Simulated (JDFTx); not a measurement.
Crystal: Ag.

```
CELL_PARAMETERS angstrom
0.00000 2.04275 2.04275
2.04275 0.00000 2.04275
2.04275 2.04275 0.00000
ATOMIC_POSITIONS crystal
Ag 0.00000 0.00000 0.00000
```

| Quantity | Value |
| --- | --- |
| Program | JDFTx 1.7.0 (patched build) |
| Task | relaxation of cell and atoms |
| Functional | PBE |
| Potentials or basis | PseudoDojo-SR-PBE-0.5-standard |
| Cutoff | 1116 eV |
| Density cutoff | 4463 eV |
| k mesh | 11 × 11 × 11 |
| Occupations | fermi-dirac, width 0.05 eV |
| Spin | no spin polarisation |

At the start: pressure 4.3 GPa; volume 17.05 Å³/atom.

Question: Where does the relaxation end?

Answer: Over 6 steps the energy falls by 8.8 meV/atom and the volume is 17.74 Å³/atom (+4.0 %); space group Fm-3m (No. 225, to 0.05 Å).

The path:
| step | energy change (eV) | largest force (eV/Å) | pressure (GPa) | volume (Å³) |
| --- | --- | --- | --- | --- |
| 1 | 0.0000 | 0.0000 | 4.28 | 17.05 |
| 2 | -0.0026 | 0.0000 | 3.53 | 17.16 |
| 3 | -0.0087 | 0.0000 | 0.32 | 17.68 |
| 4 | -0.0088 | 0.0000 | 0.04 | 17.73 |
| 5 | -0.0088 | 0.0000 | 0.01 | 17.74 |
| 6 | -0.0088 | 0.0000 | 0.00 | 17.74 |

Final structure:
```
Ag
1.0
     0.00000    2.06987    2.06987
     2.06987    0.00000    2.06987
     2.06987    2.06987    0.00000
Ag
1
Direct
  0.00000 0.00000 0.00000
```
